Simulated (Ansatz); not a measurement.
One crystal and one scan (energy over volume and axial ratio) at two levels, PBE (plane waves to 420 eV, PAW, scalar-relativistic; Ansatz, an electronic-structure program) and r2SCAN (plane waves to 500 eV, PAW, scalar-relativistic; Ansatz), each from its own relaxed cell and on its own mesh.

The crystal is GeO₂ (rutile); volume and axial ratio are varied about the relaxed values (subscript 0).

The energy includes the smearing's −TS. GeO2 was relaxed with its symmetry unable to fall. As the atoms are clamped, bonds stretch with the cell, which overstates energies and stresses. Both scans cover V/V₀ from 0.960 to 1.040 and (c/a)/(c/a)₀ from 0.960 to 1.040.

| quantity | run 1 | run 2 |
|---|---|---|
| Lattice constant a (Å) | 4.411 | 4.488 |
| Lattice constant c (Å) | 2.870 | 2.905 |
| Relaxed volume (Å³/atom) | 9.31 | 9.75 |
| Band gap of the relaxed cell, no spin-orbit coupling (eV) | 2.51 | 1.23 |
| Modulus against c/a change at fixed volume, (3/4V)·∂²E/∂(ln c/a)² (fit, atoms clamped) (GPa) | 164 | 137 |

### Question
Which run is which level?

### Answer
Run 2 is PBE, run 1 is r2SCAN. PBE gives the higher value for: lattice constant a; lattice constant c; relaxed volume. PBE gives the lower value for: band gap of the relaxed cell, no spin-orbit coupling; modulus against c/a change at fixed volume.

(Under strain, the slope of the energy per volume gives the stress and its curvature an elastic modulus.)
